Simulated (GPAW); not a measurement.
SnTe:

```
Te Sn
1.0
     0.00000    3.15085    3.15085
     3.15085    0.00000    3.15085
     3.15085    3.15085    0.00000
Te Sn
1 1
Direct
  0.50000 0.50000 0.50000
  0.00000 0.00000 0.00000
```

Base run:

```yaml
Program: GPAW 26.7.0
Functional: GLLB-SC
Potentials_or_basis: the program's PAW data sets (release 1.2.1) made for this functional
Cutoff: 400 eV
Basis: pw
k_mesh: 6 × 6 × 6
Occupations: fermi-dirac, width 0.001 eV
Spin: no spin polarisation
```

Its results: band gap on the k mesh, kohn-sham part alone 0.02 eV, direct; electronic dielectric tensor (diagonal) 2904.62.

Task: The run is repeated on the same cell with these changes: functional from GLLB-SC to RPBE. What comes out?

Result: Band gap on the k mesh 0.08 eV, direct; electronic dielectric tensor (diagonal) 91.17.

Caveats: the gap is small at this level, which inflates the dielectric constant; the long-wavelength limit can be off by a per cent or two; spin-orbit coupling is left out, which moves the levels of the heavy elements; a model potential gives levels but no total energy (some runs); response on these states lacks terms of the Hamiltonian (some runs).

A k mesh can miss the band edges.
